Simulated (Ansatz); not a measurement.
**Relaxation of TiB3**

The calculation used DFT PBE, scalar-relativistic, plane waves, PAW (Ansatz). Settings: 420 eV cutoff, 20×20×20 k-mesh, Gaussian smearing of 0.10 eV, no spin polarisation.

What was changed in TiAl3: Al → B on all its sites, cell and atoms relaxed.

Command:

```bash
ansatz run input.yaml --threads 1 --pin off --max-ram 2560MiB --backend cpu --events-out ev --progress --plain --runs-dir out
```

Input:

```yaml
crystal:
  lattice:
    - [-1.5226129824, 1.5226129824, 3.6118534447]
    - [1.5226129824, -1.5226129824, 3.6118534447]
    - [1.5226129824, 1.5226129824, -3.6118534447]
  atoms:
    - { symbol: Ti, position: [0.0, 0.0, 0.0] }
    - { symbol: B, position: [0.5, 0.5, 0.0] }
    - { symbol: B, position: [0.75, 0.25, 0.5] }
    - { symbol: B, position: [0.25, 0.75, 0.5] }
basis:
  ecutwfc: 420
kpoints:
  mp_grid: { grid: [20, 20, 20] }
hamiltonian:
  xc: pbe
scf:
  occupations: { method: gaussian, width: 0.1 }
output:
  forces: true
  stress: true
  eigenvalues: true
relax:
  adjacent_minimum: "off"
  f_tol: 0.01
  max_steps: 60
  cell: { stress_tol: 0.1 }
```

F is the free energy. Steps run on the plane waves of an earlier cell, but the last one, and at times one on the way, on a freshly chosen basis, so a repeated geometry can differ a little in energy.

Steps:

```tsv
step	F − F(1) (eV)	largest force component (eV/Å)	V (Å³/atom)	P (GPa)
1	0.0000	0.000	8.374	-0.15
2	-0.0006	0.000	8.375	-0.07
3	-0.0006	0.000	8.373	-0.01
4	-0.0006	0.000	8.373	-0.01
```

Relaxed structure:

```xyz
4
Lattice="-1.5202 1.5202 3.6230 1.5202 -1.5202 3.6230 1.5202 1.5202 -3.6230" Properties=species:S:1:pos:R:3 pbc="T T T"
Ti    0.0000    0.0000    0.0000
B     0.0000    0.0000    3.6230
B     0.0000    1.5202    1.8115
B     1.5202    0.0000    1.8115
```

The structure is tetragonal, space group I4/mmm (No. 139). The conventional cell has a = 3.040 Å, b = 3.040 Å, c = 7.246 Å, α = 90.00°, β = 90.00°, γ = 90.00°. Around Ti (site symmetry 4/mmm) lie 12 B at 2.15 to 2.36 Å. B (site symmetry 4/mmm) is surrounded by 4 Ti at 2.15 Å and 8 B at 2.36 Å. Around B (site symmetry -4m2) lie 8 B at 2.15 to 2.36 Å and 4 Ti at 2.36 Å.

The run converged. Time: 40 s on 1 thread of Intel(R) Xeon(R) 6975P-C (Granite Rapids), with other jobs on the host, peak memory 0.67 GiB.